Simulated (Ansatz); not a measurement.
V: energy change per atom and pressure as volume scale varies

All results are calculated (Ansatz 0.2.0). Plane-wave DFT, scalar-relativistic PAW made under PBE with cores redone for the functional, no dispersion; the given relaxed cell is scaled uniformly, energy at zero smearing counts from the unscaled cell, pressure at the given Fermi-Dirac smearing is positive in compression.

The cell before it is scaled or strained (space group Pm-3m, No. 221):
```
cell vectors (Å)
   2.4703     0.0000     0.0000
   0.0000     2.4703     0.0000
   0.0000     0.0000     2.4703
atoms (fractions of the cell vectors)
V   0.00000  0.00000  0.00000
```

Settings of every row: spin polarised no; functional RPBE; wave cutoff 420 eV; smearing width 0.1 eV; k mesh 14x14x14.

Atom starting moment: 0 on all atoms.

Limits: the cell comes from a prototype or a list of computed structures and needn't be the stable phase.

```
row  volume scale  V (Å³/atom)  energy change per atom (meV)  pressure (GPa)
  1          0.88       13.266                        104.93           21.04
  2          0.92       13.869                          43.9           12.83
  3          0.96       14.472                         10.59            6.08
  4          1.04       15.678                             ?               ?
  5          1.08       16.281                         31.96           -7.92
  6          1.12       16.884                         68.67          -11.09
```

Question: what energy change per atom and pressure should row 4 give?

Worked fit of energy change per atom. Take u = (V_r/V)^(2/3) − 1 with V_r = 14.472 Å³ an atom, which is twice the finite (Eulerian) strain; such expansions in the strain, on which the Birch-Murnaghan equation of state is built, carry the rest volume and the bulk modulus. The shown rows have u = 0.05972, 0.02878, 0, -0.07552, -0.09766. Least squares give energy change per atom = 10.539 + 756.69 × u + 13823.4 × u² meV; a straight line predicts inner rows, each left out in turn, worse (root mean square 36 against 0.3 meV). The rows lie off it by -0.10, 0.13, 0.05, -0.27, 0.19 (root mean square 0.17 meV). Its lowest point lies at u = -0.0274, or V = 15.09 Å³ an atom, and the curvature there gives the bulk modulus at fixed shape and fractions, B = (4/9)(1 + u)² E″(u)/V = 123 GPa. The withheld row has u = -0.05196, so the fit gives 10.539 + 756.69 × (-0.05196) + 13823.4 × (-0.05196)² = 8.54 meV.

The calculation gave 8.19 meV. The fit lies 0.35 meV (4.3 % of the value, 0.36 % of the column's range) above it; its largest miss of a shown row is 0.27 meV.

Worked fit of pressure. Take u = (V_r/V)^(2/3) − 1 with V_r = 14.472 Å³ an atom, which is twice the finite (Eulerian) strain; such expansions in the strain, on which the Birch-Murnaghan equation of state is built, carry the rest volume and the bulk modulus. The shown rows have u = 0.05972, 0.02878, 0, -0.07552, -0.09766. Least squares give pressure = 6.083 + 221.82 × u + 474 × u² GPa; a straight line predicts inner rows, each left out in turn, worse (root mean square 1.2 against 0.052 GPa). The rows lie off it by 0.02, -0.03, 0.00, 0.05, -0.03 (root mean square 0.031 GPa). The pressure vanishes at u = -0.0293, or V = 15.13 Å³ an atom, and there the bulk modulus at fixed shape and fractions is B = −V dP/dV = (2/3)(1 + u) dP/du = 126 GPa. The withheld row has u = -0.05196, so the fit gives 6.083 + 221.82 × (-0.05196) + 474 × (-0.05196)² = -4.16 GPa.

The calculation gave -4.1 GPa. The fit lies 0.06 GPa (1.5 % of the value, 0.19 % of the column's range) below it; its largest miss of a shown row is 0.05 GPa.
